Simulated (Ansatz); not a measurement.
Geometry optimisation in Ansatz: input, command and trajectory.

```yaml
crystal:
  lattice:
    - [3.1187177961, 0.0, 0.0]
    - [-1.559358898, 2.7008888387, 0.0]
    - [0.0, 0.0, 5.081120198]
  atoms:
    - { symbol: Ga, position: [0.3333333333, 0.6666666667, -0.0008303343] }
    - { symbol: Ga, position: [0.6666666667, 0.3333333333, 0.4991696657] }
    - { symbol: "N", position: [0.3333333333, 0.6666666667, 0.3758303343] }
    - { symbol: "N", position: [0.6666666667, 0.3333333333, 0.8758303343] }
basis:
  ecutwfc: 420
kpoints:
  mp_grid: { grid: [12, 12, 6] }
hamiltonian:
  xc: pbe
scf:
  occupations: { method: gaussian, width: 0.02 }
output:
  forces: true
  stress: true
  eigenvalues: true
relax:
  adjacent_minimum: "off"
  f_tol: 0.01
  max_steps: 30
  cell: { stress_tol: 0.1, fix: [volume] }
```

```bash
ansatz run input.yaml --threads 1 --pin off --max-ram 2560MiB --backend cpu --events-out ev --progress --plain --runs-dir out
```

Method: Ansatz 0.2.0, DFT PBE, scalar-relativistic, plane waves, PAW.

The volume is held at 0.91 times that of the relaxed cell.

Of 4 frames 3 are shown, positions in Å and forces in eV/Å; the SCF threshold varies from step to step. Steps run on the plane waves of an earlier cell, with a Pulay correction in the pressure. The basis is chosen afresh for the last frame, the zero of the energies, and at times for earlier ones too; energy and pressure step there, also at an unchanged geometry.

```xyz
4
Lattice="3.1187 0.0000 0.0000 -1.5594 2.7009 0.0000 0.0000 0.0000 5.0811" Properties=species:S:1:pos:R:3:forces:R:3 pbc="T T T" step=1 free_energy_over_end_meV_per_atom=0.00 pressure_GPa=20.00
Ga    0.0000    1.8006   -0.0042    0.0000    0.0000    0.0163
Ga    1.5594    0.9003    2.5363    0.0000    0.0000    0.0163
N     0.0000    1.8006    1.9096    0.0000    0.0000   -0.0163
N     1.5594    0.9003    4.4502    0.0000    0.0000   -0.0163
4
Lattice="3.1186 0.0000 0.0000 -1.5593 2.7008 0.0000 0.0000 0.0000 5.0815" Properties=species:S:1:pos:R:3:forces:R:3 pbc="T T T" step=2 free_energy_over_end_meV_per_atom=0.00 pressure_GPa=20.00
Ga    0.0000    1.8005   -0.0040    0.0000    0.0000    0.0114
Ga    1.5593    0.9003    2.5367    0.0000    0.0000    0.0114
N     0.0000    1.8005    1.9095    0.0000    0.0000   -0.0115
N     1.5593    0.9003    4.4503    0.0000    0.0000   -0.0115
4
Lattice="3.1187 0.0000 0.0000 -1.5593 2.7009 0.0000 0.0000 0.0000 5.0812" Properties=species:S:1:pos:R:3:forces:R:3 pbc="T T T" step=4 free_energy_over_end_meV_per_atom=0.00 pressure_GPa=20.00
Ga    0.0000    1.8006   -0.0036    0.0000    0.0000   -0.0014
Ga    1.5593    0.9003    2.5370    0.0000    0.0000   -0.0014
N     0.0000    1.8006    1.9090    0.0000    0.0000    0.0014
N     1.5593    0.9003    4.4496    0.0000    0.0000    0.0014
```

The run took 6.9 s on 1 thread of AMD EPYC 9R45 96-Core Processor (Zen 5), on a shared host, peak memory 0.46 GiB.